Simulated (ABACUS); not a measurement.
**MgSe: equation of state with PBEsol**

Crystal: MgSe.

```
Se Mg
1.0
     0.00000    2.72550    2.72550
     2.72550    0.00000    2.72550
     2.72550    2.72550    0.00000
Se Mg
1 1
Direct
  0.50000 0.50000 0.50000
  0.00000 0.00000 0.00000
```

```yaml
Program: ABACUS 3.10.1
Task: equation of state
Functional: PBEsol
Potentials_or_basis: SG15 ONCV 1.2 PBE
Cutoff: 1184 eV
Density_cutoff: 4735 eV
Basis: plane waves
k_mesh: 6 × 6 × 6
Occupations: fermi-dirac, width 0.05 eV
Spin: no spin polarisation
Radial_cutoff_of_the_potentials_pseudo_rcut: 7 bohr
SCF_threshold_on_the_density: 1e-08
Max_SCF_steps: 100
Eigensolver: dav
Mixing: broyden
Mixing_share: 0.7
Symmetry_key: 1
Bands: 12
```

- Equilibrium volume: 20.51 Å³/atom
- Bulk modulus: 64 GPa
- Pressure derivative of the bulk modulus: 4.2 (rough: it moves with the points fitted)

Energy against volume, from the lowest point:
```csv
volume (Å³/atom),energy (meV/atom)
19.031,24.05
19.841,4.44
20.651,0.00
21.461,7.93
```

All runs of the series together: 27 s on 4 threads of Intel(R) Xeon(R) Platinum 8259CL CPU @ 2.50GHz (Skylake/Cascade Lake), with other jobs on the host.

Caveat: the potentials were made for another functional, which shifts forces and pressure. Zero-point motion and thermal expansion aren't in these numbers.
